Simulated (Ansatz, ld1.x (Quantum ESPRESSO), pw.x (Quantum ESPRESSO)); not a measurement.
# Equation-of-state test of one RRKJ potential (silver)

silver, norm-conserving RRKJ (Kleinman–Bylander form), made with ld1.x (Quantum ESPRESSO) 7.5 (LDA (PW92), scalar-relativistic). Core [Kr], reference 4d10 5s1 5p0. Waves: 5p (bound, empty): rc 3.30 bohr; 4d (bound): rc 1.25 bohr; 5s (bound): rc 2.55 bohr. Local part: the s channel. Core correction: Bessel-smoothed model core inside 0.55 bohr.

Atomic tests: cutoffs needed: 70 Ry and 120 Ry (the cutoffs (Ry, on a coarse ladder) from which the occupation-weighted sum of valence levels, in a spherical-Bessel basis at the reference potential, stays within 10 and 1 mRy of its value at 400 Ry); ghost test: no extra level below or beside the all-electron valence levels (p, d, s, f tested) (spherical-Bessel basis up to 400 Ry, 20 bohr box); largest excitation error: -709 meV (all-electron minus pseudo) for 4d8 5s0 5p0, out of 7 test configurations.

Crystal test: diamond Ag in pw.x 7.5, no spin, 8³ k-points, Fermi–Dirac smearing 0.01 Ry, cutoffs 145/580 Ry. The reference is all-electron LAPW (Ansatz 0.2.0) with the same functional, mesh and smearing; V0 and B0 come from Birch–Murnaghan fits to the pressures at five volumes. Errors are pseudo minus all-electron; Δ is the rms difference of the E(V) curves that follow from these fits, minima aligned, over ±6 % about the mean V0. Mesh and smearing are coarse, so the numbers serve the comparison and aren't converged zero-temperature values; the lattice is a test structure that the element need not adopt.

```csv
V (Å³/atom),P all-electron (GPa),P pseudo (GPa)
24.698,3.16,6.60
25.348,1.50,4.61
25.998,0.09,2.90
26.648,-1.11,1.45
27.298,-2.12,0.21
```

All-electron: a0 = 5.928 Å (V0 = 26.04 Å³/atom), B0 = 51.5 GPa.

Pseudopotential: mean pressure error (GPa): +2.85. The pressure does not cross zero within the volumes sampled, so no fit is given. The largest radius (3.30 bohr) exceeds half the bond length (2.42 bohr), so the spheres overlap, which is one possible source of error among others. This is a poor potential for the solid.

Task: At the middle volume, how do free energy and pressure move when the wave cutoff is lowered (ecutrho kept at four times it)?

Result:

```json
{"cutoff (Ry)": "65", "shift of F (meV/atom)": "+26.1", "shift of P (GPa)": "-9.15"}
{"cutoff (Ry)": "87", "shift of F (meV/atom)": "+20.3", "shift of P (GPa)": "+2.05"}
{"cutoff (Ry)": "116", "shift of F (meV/atom)": "+2.9", "shift of P (GPa)": "-0.67"}
```

Input at the middle volume:

```
&control
  calculation='scf', prefix='x', pseudo_dir='./', outdir='./tmp', tstress=.true., disk_io='none'
/
&system
  ibrav=0, nat=2, ntyp=1, ecutwfc=145, ecutrho=580, nbnd=20,
  occupations='smearing', smearing='fd', degauss=0.01
/
&electrons
  conv_thr=1e-09, mixing_beta=0.4, electron_maxstep=70
/
ATOMIC_SPECIES
Ag 1.0 Ag.UPF
CELL_PARAMETERS angstrom
  0.00000000 2.96242011 2.96242011
  2.96242011 0.00000000 2.96242011
  2.96242011 2.96242011 0.00000000
ATOMIC_POSITIONS crystal
Ag 0.0000 0.0000 0.0000
Ag 0.2500 0.2500 0.2500
K_POINTS automatic
8 8 8 0 0 0
```

```bash
pw.x < Ag.scf.in > Ag.scf.out
```

Lines of the output:

```
Message from routine setup:
     using ibrav=0 with symmetry is DISCOURAGED, use correct ibrav instead
     lattice parameter (alat)  =       7.9170  a.u.
     unit-cell volume          =     350.8864 (a.u.)^3
     number of electrons       =        22.00
     number of Kohn-Sham states=           20
     kinetic-energy cutoff     =     145.0000  Ry
     charge density cutoff     =     580.0000  Ry
     scf convergence threshold =      1.0E-09
     Exchange-correlation= PW
     number of k points=    29  Fermi-Dirac smearing, width (Ry)=  0.0100
     iteration #  1     ecut=   145.00 Ry     beta= 0.40
     total energy              =    -344.43843598 Ry
     estimated scf accuracy    <       0.08599654 Ry
     iteration #  2     ecut=   145.00 Ry     beta= 0.40
     total energy              =    -344.45824882 Ry
     estimated scf accuracy    <       0.00117736 Ry
     iteration #  3     ecut=   145.00 Ry     beta= 0.40
     total energy              =    -344.45839003 Ry
     estimated scf accuracy    <       0.00022823 Ry
     iteration #  4     ecut=   145.00 Ry     beta= 0.40
     total energy              =    -344.45839807 Ry
     estimated scf accuracy    <       0.00000807 Ry
     iteration #  5     ecut=   145.00 Ry     beta= 0.40
     total energy              =    -344.45839865 Ry
     estimated scf accuracy    <       0.00000071 Ry
     iteration #  6     ecut=   145.00 Ry     beta= 0.40
     total energy              =    -344.45839883 Ry
     estimated scf accuracy    <       0.00000011 Ry
     iteration #  7     ecut=   145.00 Ry     beta= 0.40
     total energy              =    -344.45839885 Ry
     estimated scf accuracy    <          4.4E-09 Ry
     iteration #  8     ecut=   145.00 Ry     beta= 0.40
     the Fermi energy is     6.4121 ev
!    total energy              =    -344.45839885 Ry
     estimated scf accuracy    <          8.0E-11 Ry
     smearing contrib. (-TS)   =      -0.00277449 Ry
     The total energy is F=E-TS. E is the sum of the following terms:
     one-electron contribution =     -44.76061706 Ry
     hartree contribution      =      43.64738688 Ry
     xc contribution           =    -226.91087882 Ry
     ewald contribution        =    -116.43151536 Ry
     convergence has been achieved in   8 iterations
          total   stress  (Ry/bohr**3)                   (kbar)     P=       29.01
     Message from routine punch:
     Nothing written, as per user request (disk_io='none')
```

The run at the middle volume (29 k-points, 8 iterations) took about 68 s on one core of a shared host (Neoverse-V1, 32 threads, 247 GiB, load 22).
